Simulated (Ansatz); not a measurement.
Crystal: PbO2.

```
Pb O
1.0
     4.99496    0.00000    0.00000
     0.00000    4.99496    0.00000
     0.00000    0.00000    3.40900
Pb O
2 4
Direct
  0.50000 0.50000 0.50000
  0.00000 0.00000 0.00000
  0.69257 0.69257 0.00000
  0.80743 0.19257 0.50000
  0.19257 0.80743 0.50000
  0.30743 0.30743 0.00000
```

The cell is a database's computed one.

Base run:

* Program: Ansatz 0.2.0
* Functional: PBEsol
* Potentials or basis: all-electron LAPW, scalar-relativistic
* Cutoff: 343 eV
* Density cutoff: 1371 eV
* Basis error allowed: 0.002 eV/atom
* k mesh: 6 × 6 × 8
* Occupations: fermi-dirac, width 0.05 eV
* Spin: no spin polarisation

Its results: pressure 0.3 GPa; largest force 0.016 eV/Å.

Task: The run is repeated on the same cell with these changes: functional from PBEsol to LDA. What comes out?

Result: Pressure -3.9 GPa; largest force 0.051 eV/Å.

LDA binds more tightly than PBEsol, so the same cell stands under less pressure.

Not every run made on this cell is shown here.
